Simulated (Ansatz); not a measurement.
**Pb: equation of state with LDA**

Pb:

```
Pb
1.0
    -1.97966    1.97966    1.97966
     1.97966   -1.97966    1.97966
     1.97966    1.97966   -1.97966
Pb
1
Direct
  0.00000 0.00000 0.00000
```

This isn't the form of Pb at room conditions, which is fcc.

| Item | Value |
| --- | --- |
| Program | Ansatz 0.2.0 |
| Task | equation of state |
| Functional | LDA |
| Potentials or basis | all-electron LAPW, scalar-relativistic |
| Basis error allowed | 0.001 eV/atom |
| k mesh | 9 × 9 × 9 |
| Occupations | fermi-dirac, width 0.05 eV |
| Spin | no spin polarisation |

```
Equilibrium volume : 28.72 Å³/atom (rough: see the caveat)
Bulk modulus       : 55 GPa (rough)
```

Energy against volume, from the lowest point:
```
volume (Å³/atom)  energy (meV/atom)
          29.172               0.00
          29.792               5.14
          30.413              13.84
          31.034              25.59
          31.654              39.99
          32.275              56.63
          32.896              75.18
```

All runs of the series together: 21 s on 1 thread of Arm Neoverse V2, with other jobs on the host.

Caveat: the minimum lies outside the volumes run. The run has no spin-orbit coupling, so splittings on Pb are missing.
